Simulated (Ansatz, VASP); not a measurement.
Mo in VASP and in Ansatz

```xyz
1
Lattice="2.6945 0.0000 0.0000 -1.3472 2.3335 0.0000 0.0000 0.0000 2.5169" Properties=species:S:1:pos:R:3 pbc="T T T"
Mo    0.0000    0.0000    1.2584
```

Change from the starting cell: strain -0.015 along x and y, -0.015 along z, atoms carried along.

Alike in both runs: task single point; functional PBE; k mesh 21 × 21 × 18; occupations gaussian, width 0.15 eV; no spin polarisation.

```csv
,VASP,Ansatz
version,VASP 6.6.1,Ansatz 0.2.0
potentials or method,"VASP PAW PBE potentials, release 64 (Mo_sv)","scalar-relativistic, plane waves, PAW"
plane-wave cutoff (eV),520,420
valence electrons in the cell,14,14
```

```csv
,VASP,Ansatz,Ansatz less VASP
gap on the k mesh at the Fermi level (eV),none,none,-
pressure (GPa),15.0,14.4,-0.64
largest component of the traceless stress (GPa),6.10,6.24,+0.146
```

A gap of «none» marks a metal or a gap that the smearing closes.

Caveats: so large a pressure means that the cell lies far from this level's equilibrium, or that cutoff or potentials fall short (VASP).
